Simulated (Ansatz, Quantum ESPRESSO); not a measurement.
# LiF(001): dielectric constant from slabs in a field, part 4 of 7

How well do thin films like LiF(001), 5 layers screen a field, with the ions clamped and free?

Quantum ESPRESSO 7.5; plane-wave DFT, PBE, GBRV ultrasoft pseudopotentials; geometry by Ansatz 0.2.0 with PAW datasets.

So far. Step 6 (Electrostatic potential, 5 layers): The slope in the vacuum is 0.100 eV/Å for an applied 0.10 V/Å, as it should be. Step 7 (Clamped-ion dielectric constant from the field inside …): ε = 0.1000 / 0.0490 = 2.04.

## (8) Relaxing the ions, 5 layers: ions relaxed in a field of 0.0 V/Å

For the ionic share, the slab is first relaxed tightly without a field, by the same code.

Contents of n5.r0.in:

```
&control
  prefix = 'n5.r0'
  outdir = './out'
  pseudo_dir = './pseudo'
  nstep = 30
  forc_conv_thr = 5e-05
  calculation = 'relax'
  tefield = .true.
  dipfield = .true.
  etot_conv_thr = 1e-07
/
&system
  ibrav = 0
  nat = 10
  ntyp = 2
  ecutwfc = 40
  ecutrho = 200
  occupations = 'fixed'
  edir = 3
  emaxpos = 0.97
  eopreg = 0.04
  eamp = 0.0
/
&electrons
  conv_thr = 1e-10
  mixing_beta = 0.5
  electron_maxstep = 120
/
&ions
/
ATOMIC_SPECIES
  Li  6.9400  li_pbe_v1.4.uspp.F.UPF
  F   18.9984  f_pbe_v1.4.uspp.F.UPF
CELL_PARAMETERS angstrom
  2.87792459940000 0.00000000000000 0.00000000000000
  0.00000000000000 2.87792459940000 0.00000000000000
  0.00000000000000 0.00000000000000 24.14000000000000
ATOMIC_POSITIONS crystal
  Li  0.000000000000 0.000000000000 0.333648074746
  F   0.500000000000 0.500000000000 0.330800501673
  Li  0.500000000000 0.500000000000 0.415377996277
  F   0.000000000000 0.000000000000 0.415887481207
  Li  -0.000000000000 0.000000000000 0.499999996043
  F   0.500000000000 0.500000000000 0.500000002950
  Li  0.500000000000 0.500000000000 0.584621996164
  F   -0.000000000000 0.000000000000 0.584112524377
  Li  0.000000000000 0.000000000000 0.666351917678
  F   0.500000000000 0.500000000000 0.669199508886
K_POINTS automatic
  8 8 1 0 0 0
```

Command:

```bash
> OMP_NUM_THREADS=1 mpirun -n 8 pw.x -nk 4 -in n5.r0.in > n5.r0.out
```

Log:

```text
[banner, memory and clock lines left out]
Program PWSCF v.7.5 starts
[citation notice left out]

[...]
bravais-lattice index     =            0
     lattice parameter (alat)  =       5.4385  a.u.
     unit-cell volume          =    1349.2508 (a.u.)^3
     number of atoms/cell      =           10
     number of atomic types    =            2
     number of electrons       =        50.00
     number of Kohn-Sham states=           25
     kinetic-energy cutoff     =      40.0000  Ry
     charge density cutoff     =     200.0000  Ry
     scf convergence threshold =      1.0E-10
     mixing beta               =       0.5000
     number of iterations used =            8  plain     mixing
     energy convergence thresh.=      1.0E-07
     force convergence thresh. =      5.0E-05
     Exchange-correlation=  SLA  PW   PBX  PBC
                           (   1   4   3   4   0   0   0)
     nstep                     =           30

[...]
PseudoPot. # 1 for Li read from file:
     ./pseudo/li_pbe_v1.4.uspp.F.UPF
     Pseudo is Ultrasoft, Zval =  3.0
     Generated by new atomic code, or converted to UPF format
     Using radial grid of  751 points,  5 beta functions with:
                l(1) =   0
                l(2) =   0
                l(3) =   0
                l(4) =   1
                l(5) =   1
     Q(r) pseudized with 10 coefficients,  rinner =    1.150   1.150   1.150

     PseudoPot. # 2 for F  read from file:
     ./pseudo/f_pbe_v1.4.uspp.F.UPF
     Pseudo is Ultrasoft, Zval =  7.0
     Generated by new atomic code, or converted to UPF format
     Using radial grid of  799 points,  4 beta functions with:
                l(1) =   0
                l(2) =   0
                l(3) =   1
                l(4) =   1
     Q(r) pseudized with  8 coefficients,  rinner =    0.950   0.950   0.950

     atomic species   valence    mass     pseudopotential
     Li                3.00     6.94000     Li( 1.00)
     F                 7.00    18.99840     F ( 1.00)

     No symmetry found

[...]
number of k points=    34
[...]
Dense  grid:    64589 G-vectors     FFT dimensions: (  25,  25, 216)

     Smooth grid:    46059 G-vectors     FFT dimensions: (  24,  24, 192)

     Initial potential from superposition of free atoms

     starting charge      47.7463, renormalised to      50.0000

     negative rho (up, down):  3.204E-04 0.000E+00

     Adding external electric field

     Computed dipole along edir(3) :
        Dipole               -0.0000 Ry au,         -0.0000 Debye
        Dipole field         -0.0000 Ry au,

        Potential amp.        0.0000 Ry
        Total length         43.7933 bohr

     Starting wfcs are   45 randomized atomic wfcs

     per-process dynamical memory:    36.7 Mb

     Self-consistent Calculation

     iteration #  1     ecut=    40.00 Ry     beta= 0.50
     Davidson diagonalization with overlap
     ethr =  1.00E-02,  avg # of iterations =  1.7

     Threshold (ethr) on eigenvalues was too large:
     Diagonalizing with lowered threshold

     Davidson diagonalization with overlap
     ethr =  3.03E-04,  avg # of iterations =  2.1

     negative rho (up, down):  8.339E-05 0.000E+00

     Adding external electric field

     Computed dipole along edir(3) :
        Dipole               -0.0000 Ry au,         -0.0000 Debye
        Dipole field         -0.0000 Ry au,

        Potential amp.        0.0000 Ry
        Total length         43.7933 bohr

     total energy              =    -316.79329200 Ry
     estimated scf accuracy    <       0.16962969 Ry

     iteration #  2     ecut=    40.00 Ry     beta= 0.50
[...]
negative rho (up, down):  8.680E-05 0.000E+00

[...]
Dipole               -0.0002 Ry au,         -0.0004 Debye
[...]
total energy              =    -316.79933335 Ry
     estimated scf accuracy    <       0.02299353 Ry

     iteration #  3     ecut=    40.00 Ry     beta= 0.50
[...]
negative rho (up, down):  1.713E-04 0.000E+00

[...]
Dipole                0.0006 Ry au,          0.0015 Debye
[...]
total energy              =    -316.80050030 Ry
     estimated scf accuracy    <       0.00262480 Ry

     iteration #  4     ecut=    40.00 Ry     beta= 0.50
[...]
negative rho (up, down):  2.146E-04 0.000E+00

[...]
Dipole                0.0001 Ry au,          0.0004 Debye
[...]
total energy              =    -316.80124088 Ry
     estimated scf accuracy    <       0.00017638 Ry

     iteration #  5     ecut=    40.00 Ry     beta= 0.50
[...]
negative rho (up, down):  2.448E-04 0.000E+00

[...]
Dipole                0.0000 Ry au,          0.0001 Debye
[...]
total energy              =    -316.80131110 Ry
     estimated scf accuracy    <       0.00004042 Ry

     iteration #  6     ecut=    40.00 Ry     beta= 0.50
[...]
negative rho (up, down):  2.568E-04 0.000E+00

[...]
Dipole                0.0000 Ry au,          0.0000 Debye
[...]
total energy              =    -316.80132293 Ry
     estimated scf accuracy    <       0.00000213 Ry

     iteration #  7     ecut=    40.00 Ry     beta= 0.50
[...]
negative rho (up, down):  2.619E-04 0.000E+00

[...]
Dipole               -0.0000 Ry au,         -0.0000 Debye
[...]
total energy              =    -316.80132256 Ry
     estimated scf accuracy    <       0.00000251 Ry

     iteration #  8     ecut=    40.00 Ry     beta= 0.50
[...]
negative rho (up, down):  2.646E-04 0.000E+00

[...]
Dipole               -0.0000 Ry au,         -0.0000 Debye
[...]
total energy              =    -316.80132327 Ry
     estimated scf accuracy    <          5.1E-10 Ry

     iteration # 11     ecut=    40.00 Ry     beta= 0.50
[...]
negative rho (up, down):  2.674E-04 0.000E+00

[...]
Dipole                0.0000 Ry au,          0.0000 Debye
[...]
End of self-consistent calculation

          k = 0.0000 0.0000 0.0000 (  5835 PWs)   bands (ev):

   -45.3216 -45.3215 -45.2161 -45.2004 -45.1689 -24.1330 -23.9835 -23.6880
   -23.3803 -23.3630  -6.9155  -6.2371  -5.3357  -5.1639  -5.1639  -4.9308
    -4.9308  -4.6827  -4.5568  -4.5568  -4.3645  -4.2829  -4.2829  -4.2305
    -4.2305

          k = 0.0000 0.1250 0.0000 (  5817 PWs)   bands (ev):

   -45.3187 -45.3186 -45.2123 -45.1982 -45.1680 -24.0990 -23.9612 -23.6809
   -23.3691 -23.3555  -6.8117  -6.2160  -5.5237  -5.3145  -5.1005  -4.9732
    -4.9032  -4.8816  -4.5876  -4.5257  -4.4760  -4.4144  -4.2840  -4.2574
    -4.2155

[...]
highest occupied level (ev):    -4.1221

!    total energy              =    -316.80132326 Ry
     estimated scf accuracy    <          8.8E-11 Ry

     The total energy is the sum of the following terms:
     one-electron contribution =   -2907.23489434 Ry
     hartree contribution      =    1464.35293891 Ry
     xc contribution           =     -64.54074800 Ry
     ewald contribution        =    1190.62138017 Ry
     electric field correction =       0.00000000 Ry

     convergence has been achieved in  11 iterations

     Forces acting on atoms (cartesian axes, Ry/au):

     atom    1 type  1   force =    -0.00000007    0.00000005   -0.00005896
     atom    2 type  2   force =    -0.00000004   -0.00000004    0.00035037
     atom    3 type  1   force =     0.00000004   -0.00000004    0.00018335
     atom    4 type  2   force =    -0.00000004   -0.00000007    0.00006433
     atom    5 type  1   force =    -0.00000006    0.00000004    0.00000010
     atom    6 type  2   force =     0.00000000    0.00000001   -0.00000008
     atom    7 type  1   force =     0.00000007    0.00000003   -0.00018322
     atom    8 type  2   force =     0.00000007    0.00000003   -0.00006403
     atom    9 type  1   force =     0.00000002   -0.00000003    0.00005889
     atom   10 type  2   force =     0.00000000    0.00000002   -0.00035075

     Total force =     0.000573     Total SCF correction =     0.000024

     BFGS Geometry Optimization
     Energy error            =      3.3E-07 Ry
     Gradient error          =      3.5E-04 Ry/Bohr

     number of scf cycles    =   1
     number of bfgs steps    =   0

     energy             new  =    -316.8013232647 Ry

     new trust radius        =       0.0003507519 bohr
     new conv_thr            =            1.0E-10 Ry

ATOMIC_POSITIONS (crystal)
Li              -0.0000000137        0.0000000087        0.3336467823
F                0.4999999934        0.4999999926        0.3308081822
Li               0.5000000072        0.4999999927        0.4153820156
F               -0.0000000070       -0.0000000129        0.4158888913
Li              -0.0000000104        0.0000000077        0.4999999981
F                0.5000000006        0.5000000019        0.5000000013
Li               0.5000000135        0.5000000048        0.5846179798
F                0.0000000135        0.0000000055        0.5841111209
Li               0.0000000029       -0.0000000052        0.6663532085
F                0.5000000000        0.5000000041        0.6691918200

[...]
NEW-OLD atomic charge density approx. for the potential

     negative rho (up, down):  2.673E-04 0.000E+00

     Adding external electric field

     Computed dipole along edir(3) :
        Dipole                0.0000 Ry au,          0.0000 Debye
        Dipole field          0.0000 Ry au,

        Potential amp.       -0.0000 Ry
        Total length         43.7933 bohr

     per-process dynamical memory:    42.0 Mb

[...]
!    total energy              =    -316.80132357 Ry
[...]
Total force =     0.000511     Total SCF correction =     0.000016
[...]
number of bfgs steps    =   1
[...]
energy             new  =    -316.8013235729 Ry
[...]
WARNING: bfgs curvature condition failed, Theta= 0.903
     new trust radius        =       0.0003858271 bohr
[...]
!    total energy              =    -316.80132388 Ry
[...]
Total force =     0.000456     Total SCF correction =     0.000002
[...]
number of bfgs steps    =   2
[...]
energy             new  =    -316.8013238823 Ry
[...]
new trust radius        =       0.0005787407 bohr
[...]
!    total energy              =    -316.80132429 Ry
[...]
Total force =     0.000394     Total SCF correction =     0.000002
[...]
number of bfgs steps    =   3
[...]
energy             new  =    -316.8013242899 Ry
[...]
new trust radius        =       0.0008681110 bohr
[...]
!    total energy              =    -316.80132480 Ry
[...]
Total force =     0.000350     Total SCF correction =     0.000002
[...]
number of bfgs steps    =   4
[...]
energy             new  =    -316.8013247982 Ry
[...]
new trust radius        =       0.0013021665 bohr
[...]
!    total energy              =    -316.80132941 Ry
[...]
Total force =     0.000247     Total SCF correction =     0.000010
[...]
number of bfgs steps    =  11
[...]
energy             new  =    -316.8013294077 Ry
[...]
new trust radius        =       0.0004049273 bohr
[...]
Self-consistent Calculation

     iteration #  1     ecut=    40.00 Ry     beta= 0.50
     Davidson diagonalization with overlap
     ethr =  1.00E-06,  avg # of iterations =  2.0

     Threshold (ethr) on eigenvalues was too large:
     Diagonalizing with lowered threshold

     Davidson diagonalization with overlap
     ethr =  1.88E-11,  avg # of iterations =  5.7

     negative rho (up, down):  2.698E-04 0.000E+00

     Adding external electric field

     Computed dipole along edir(3) :
        Dipole                0.0000 Ry au,          0.0000 Debye
        Dipole field          0.0000 Ry au,

        Potential amp.       -0.0000 Ry
        Total length         43.7933 bohr

     total energy              =    -316.80132952 Ry
     estimated scf accuracy    <          6.1E-09 Ry

[...]
iteration #  5     ecut=    40.00 Ry     beta= 0.50
[...]
negative rho (up, down):  2.696E-04 0.000E+00

[...]
Dipole                0.0000 Ry au,          0.0000 Debye
[...]
End of self-consistent calculation

          k = 0.0000 0.0000 0.0000 (  5835 PWs)   bands (ev):

   -45.3180 -45.3179 -45.2098 -45.1931 -45.1626 -24.1364 -23.9830 -23.6899
   -23.3777 -23.3603  -6.9200  -6.2355  -5.3356  -5.1683  -5.1683  -4.9297
    -4.9297  -4.6800  -4.5567  -4.5567  -4.3644  -4.2798  -4.2798  -4.2272
    -4.2272

          k = 0.0000 0.1250 0.0000 (  5817 PWs)   bands (ev):

   -45.3150 -45.3149 -45.2059 -45.1909 -45.1617 -24.1023 -23.9606 -23.6831
   -23.3665 -23.3528  -6.8163  -6.2155  -5.5240  -5.3169  -5.1047  -4.9737
    -4.9023  -4.8804  -4.5854  -4.5258  -4.4727  -4.4118  -4.2826  -4.2544
    -4.2123

[...]
k = 0.1250 0.3750 0.0000 (  5763 PWs)   bands
```

The job ended after 2.4 min (8 MPI ranks of Arm Neoverse V2, shared host; peak memory 0.6 GiB).

The steps of the relaxation:

```
step  energy less that of the first step (eV)  largest force (eV/Å)
   1                                   0.0000                0.0090
   2                                   0.0000                0.0078
   3                                   0.0000                0.0068
   4                                   0.0000                0.0053
   5                                   0.0000                0.0035
   6                                   0.0000                0.0057
   7                                   0.0000                0.0085
   8                                   0.0000                0.0096
   9                                  -0.0001                0.0099
  10                                  -0.0001                0.0089
  11                                  -0.0001                0.0057
  12                                  -0.0001                0.0038
  13                                  -0.0001                0.0029
  14                                  -0.0001                0.0022
  15                                  -0.0001                0.0020
  16                                  -0.0001                0.0013
  17                                  -0.0001                0.0011
```

Final coordinates:

```xyz
10
Lattice="2.8779 0.0000 0.0000 0.0000 2.8779 0.0000 0.0000 0.0000 24.1400" Properties=species:S:1:pos:R:3
Li    0.0000    0.0000    8.0603
F     1.4390    1.4390    7.9926
Li    1.4390    1.4390   10.0322
F     0.0000    0.0000   10.0440
Li    0.0000    0.0000   12.0700
F     1.4390    1.4390   12.0700
Li    1.4390    1.4390   14.1078
F     0.0000    0.0000   14.0960
Li    0.0000    0.0000   16.0797
F     1.4390    1.4390   16.1474
```

Numbers from this step:

* free energy: -4310.3017 eV
* dipole along the normal: 0 e·Å
* valence top, on the run's zero: -4.121 eV

## (9) Potential by pp.x, 5 layers

Contents of n5.r0.pot.in:

```
&inputpp
  prefix = 'n5.r0'
  outdir = './out'
  filplot = 'n5.r0.pot.dat'
  plot_num = 11
/
```

Command:

```bash
> OMP_NUM_THREADS=1 mpirun -n 8 pp.x -in n5.r0.pot.in > n5.r0.pot.out
```

The job ended after 0.74 s (8 MPI ranks; peak memory 0.1 GiB).

This step gave:

* slope of the potential above: 9.01e-6 eV/Å
* upper vacuum line continued to the top atoms, over the valence top: 7.664 eV
* slope of the potential below: -2.04e-5 eV/Å
* lower vacuum line continued to the bottom atoms, over the valence top: 7.664 eV
* vacuum level at the upper face over the valence top of the mesh: 7.664 eV
* vacuum level at the lower face over the valence top of the mesh: 7.664 eV

[end of part 4 of 7]

[Logs are printed without paths, hosts, clocks, repeated set-up lines and the standing remarks that a program may print on its own settings, such as how far it seeks lower states.]

[Hosts, paths, dates, database ids (printed as entryN), source tags and the programs' standing remarks are cut or masked in the printed files.]

[Maps of the electrostatic potential energy from Ansatz leave out the sawtooth potential of an applied field or a dipole correction, so their vacuum need not be flat; planar profiles and work functions include it.]
